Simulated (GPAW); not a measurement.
Runs of GPAW 26.7.0 on CoO. Symmetry: I4/mmm, No. 139, tetragonal system. Conventional cell: a = 3.016 Å, b = 3.016 Å, c = 4.215 Å, α = 90.00°, β = 90.00°, γ = 90.00°. Co (site symmetry 4/mmm) has 6 O at 2.11 to 2.13 Å as nearest neighbours. O (site symmetry 4/mmm) has 6 Co at 2.11 to 2.13 Å as nearest neighbours. 

```tsv
spin	U	fixed moment (μB)	random start of the orbitals	start of the occupation matrix	symmetry	cycles with the matrix held	gap on the mesh (eV)	pressure (GPa)	moment (μB)
collinear, random start	Co d U = 5 eV	-	yes	atoms	point_group=False	-	1.76	6.9	3.00
collinear, ferromagnetic start	Co d U = 7 eV	-	-	random	point_group=False	10	2.04	(b)	3.00
collinear, ferromagnetic start	Co d U = 5 eV	3.0	-	atoms	-	-	-	-0.7	3.00
collinear, ferromagnetic start	Co d U = 7 eV	-	-	atoms	-	-	none	0.5	3.00
collinear, ferromagnetic start	Co d U = 1 eV	-	-	atoms	-	-	none	(a)	3.00
off	Co d U = 7 eV	-	-	atoms	-	-	none	-14.1	-
```

Alike in all rows: task single point from a typed occupation; level PBE+U; potentials or basis GPAW PAW data sets (gpaw-data 1.2.1), pw; cell as given; k mesh 9 × 9 × 9; cutoff (eV) 600; smearing gaussian 0.05 eV.

Problem. Estimate the missing entries.

Solution. (a) -3.6; (b) 8.7.

Caveats: the cutoff is short for stress and forces, so pressures can be off by a GPa or more; a cell with one magnetic atom can't hold antiferromagnetic order, which such compounds often take (some runs); an odd mesh through Γ misses points on the zone boundary, where band edges often lie (some runs); the occupation matrix was held by a function in the script for the first cycles and then freed (some runs); the end state hangs on it (some runs); the total moment is fixed, so each spin has its own Fermi level (some runs); an odd number of electrons without spin polarisation forces a metal (some runs).

A gap of «none» marks a metal or a gap under the smearing width.
